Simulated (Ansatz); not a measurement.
**Bands of I**

```yaml
crystal:
  lattice:
    - [0.00000, 2.60059, 2.60059]
    - [2.60059, 0.00000, 2.60059]
    - [2.60059, 2.60059, 0.00000]
  atoms:
    - { symbol: I, position: [0.00000, 0.00000, 0.00000] }
```

The cell was built from the fcc type and relaxed in the same program, and has space group Fm-3m; it needn't be a known or the stable phase.

Spin–orbit coupling is left out, though it moves levels of the heavy atoms by tenths of an eV or more.

Level of theory: DFT, PBE, all-electron LAPW, scalar-relativistic in Ansatz 0.2.0.

Settings: a Γ-centred 14×14×14 k mesh, Fermi–Dirac smearing of 0.08 eV, basis error target 1 meV/atom, no spin polarisation.

Points in fractions of the reciprocal vectors of this cell: Γ (0, 0, 0), X (0.5, 0, 0.5), U (0.625, 0.25, 0.625), K (0.375, 0.375, 0.75), L (0.5, 0.5, 0.5), W (0.5, 0.25, 0.75). The path joins them by straight lines in the order Γ–X–U–K–Γ–L–W–X; legs that retrace an earlier one aren't tabulated. Energies are in eV from the Fermi level.

Question: Metal or insulator at this level of theory?

Answer: No gap opens: metallic or semimetallic.

Question: Tabulate bands 10 to 15, counted from the lowest band of the run, along the path.

Answer: 
| k (1/Å) | point | band 10 | band 11 | band 12 | band 13 | band 14 | band 15 |
| --- | --- | --- | --- | --- | --- | --- | --- |
| 0.00 | Γ | -13.39 | 0.98 | 0.98 | 0.98 | 7.16 | 9.79 |
| 0.30 |  | -13.17 | -0.02 | 0.57 | 0.57 | 8.26 | 8.37 |
| 0.60 |  | -12.58 | -1.83 | -0.24 | -0.24 | 6.87 | 7.25 |
| 0.91 |  | -11.84 | -3.39 | -0.90 | -0.90 | 5.46 | 5.94 |
| 1.21 | X | -11.47 | -4.05 | -1.14 | -1.14 | 4.83 | 5.63 |
| 1.31 |  | -11.47 | -4.01 | -1.30 | -1.11 | 4.96 | 5.82 |
| 1.42 |  | -11.47 | -3.90 | -1.72 | -1.03 | 5.19 | 6.44 |
| 1.53 |  | -11.47 | -3.72 | -2.23 | -0.90 | 5.45 | 7.43 |
| 1.64 | U | -11.50 | -3.47 | -2.71 | -0.72 | 5.74 | 8.61 |
| 1.82 |  | -11.52 | -3.36 | -2.73 | -0.90 | 6.45 | 9.22 |
| 2.01 |  | -11.53 | -3.37 | -2.56 | -1.16 | 7.37 | 9.16 |
| 2.19 |  | -11.52 | -3.36 | -2.73 | -0.90 | 6.45 | 9.22 |
| 2.37 | K | -11.50 | -3.47 | -2.71 | -0.72 | 5.74 | 8.61 |
| 2.70 |  | -11.83 | -3.33 | -2.34 | -0.02 | 7.01 | 10.46 |
| 3.02 |  | -12.51 | -2.39 | -0.86 | 0.63 | 8.68 | 8.95 |
| 3.34 |  | -13.14 | -0.41 | 0.47 | 0.93 | 8.22 | 8.82 |
| 3.66 | Γ | -13.39 | 0.98 | 0.98 | 0.98 | 7.16 | 9.79 |
| 3.92 |  | -13.22 | -0.14 | 0.86 | 0.86 | 7.78 | 9.33 |
| 4.18 |  | -12.78 | -2.16 | 0.60 | 0.60 | 7.28 | 10.06 |
| 4.44 |  | -12.24 | -3.84 | 0.36 | 0.36 | 6.75 | 9.47 |
| 4.70 | L | -11.97 | -4.51 | 0.27 | 0.27 | 6.57 | 9.22 |
| 4.92 |  | -11.90 | -4.37 | -0.38 | 0.10 | 7.24 | 8.28 |
| 5.13 |  | -11.73 | -3.97 | -1.59 | -0.41 | 7.50 | 8.26 |
| 5.34 |  | -11.53 | -3.37 | -2.56 | -1.16 | 7.37 | 9.16 |
| 5.56 | W | -11.44 | -2.93 | -2.93 | -1.68 | 7.50 | 9.80 |
| 5.71 |  | -11.45 | -3.40 | -2.37 | -1.61 | 6.90 | 8.21 |
| 5.86 |  | -11.46 | -3.76 | -1.80 | -1.43 | 5.89 | 6.89 |
| 6.01 |  | -11.47 | -3.98 | -1.33 | -1.23 | 5.12 | 5.97 |
| 6.16 | X | -11.47 | -4.05 | -1.14 | -1.14 | 4.83 | 5.63 |
